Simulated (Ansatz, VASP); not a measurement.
**TePb: VASP beside Ansatz**

Contents of INCAR:

```
PREC     = Accurate       # precision mode
ENCUT    = 600            # plane-wave cutoff, eV
EDIFF    = 1E-6           # SCF threshold, eV
ISMEAR   = 0              # smearing method
SIGMA    = 0.01           # smearing width, eV
LREAL    = F              # projectors in reciprocal space
LASPH    = T              # aspherical terms in the spheres
NELM     = 100            # most SCF steps
ALGO     = Fast           # electronic algorithm
ISIF     = 3              # what is computed and relaxed
LWAVE    = F              # write WAVECAR
LCHARG   = F              # write CHGCAR
IBRION   = 2              # ionic algorithm
NSW      = 80             # ionic steps
EDIFFG   = -0.005         # ionic threshold
```

The input KPOINTS:

```
regular mesh
0
Gamma
  10 10 10
```

File POSCAR:

```
TePb
1.0
    0.0000000000      3.2200000000      3.2200000000
    3.2200000000      0.0000000000      3.2200000000
    3.2200000000      3.2200000000      0.0000000000
Pb Te
1 1
Direct
    0.0000000000      0.0000000000      0.0000000000
    0.5000000000      0.5000000000      0.5000000000
```

Input for Ansatz:

```yaml
crystal:
  lattice:
    - [0.0, 3.22, 3.22]
    - [3.22, 0.0, 3.22]
    - [3.22, 3.22, 0.0]
  atoms:
    - { symbol: Pb, position: [0.0, 0.0, 0.0] }
    - { symbol: Te, position: [0.5, 0.5, 0.5] }
scf:
  occupations: { method: gaussian, width: 0.01 }
output:
  forces: true
  stress: true
  eigenvalues: true
  write_density: true
  write_potential: true
  elf: true
  volumetric_format: npy
hamiltonian:
  xc: lda
relax:
  f_tol: 0.005
  max_steps: 60
  cell: { stress_tol: 0.03 }
kpoints:
  mp_grid: { grid: [10, 10, 10] }
```

Alike in both runs: task relaxation of cell and atoms; functional LDA; k mesh 10 × 10 × 10; occupations gaussian, width 0.01 eV; no spin polarisation.

|  | VASP | Ansatz |
| --- | --- | --- |
| version | VASP 6.6.1 | Ansatz 0.2.0 |
| potentials or method | VASP PAW LDA potentials, release 64 (Pb_d, Te) | scalar-relativistic, plane waves, PAW |
| plane-wave cutoff (eV) | 600 | 420 |
| valence electrons in the cell | 20 | 30 |

Ansatz gave:

| Property | Result |
| --- | --- |
| gap on the k mesh at the Fermi level, each at its own relaxed structure (eV) | 0.57 |
| relaxed volume (Å³/atom) | 32.48 |
| relaxed cell length with the largest relative difference (Å) | 4.512 |
| energy change over the relaxation (meV/atom) | -4 |

Q: What did VASP give for the same quantities?

A: gap on the k mesh at the Fermi level, each at its own relaxed structure (eV): 0.56; relaxed volume (Å³/atom): 32.55; relaxed cell length with the largest relative difference (Å): 4.515; energy change over the relaxation (meV/atom): -3.

The two sets of potentials don't hold the same shells in valence.

Caveats: spin-orbit coupling is left out, which as a rule narrows the gap of such compounds by several tenths of an eV. A k mesh can miss the band edges.
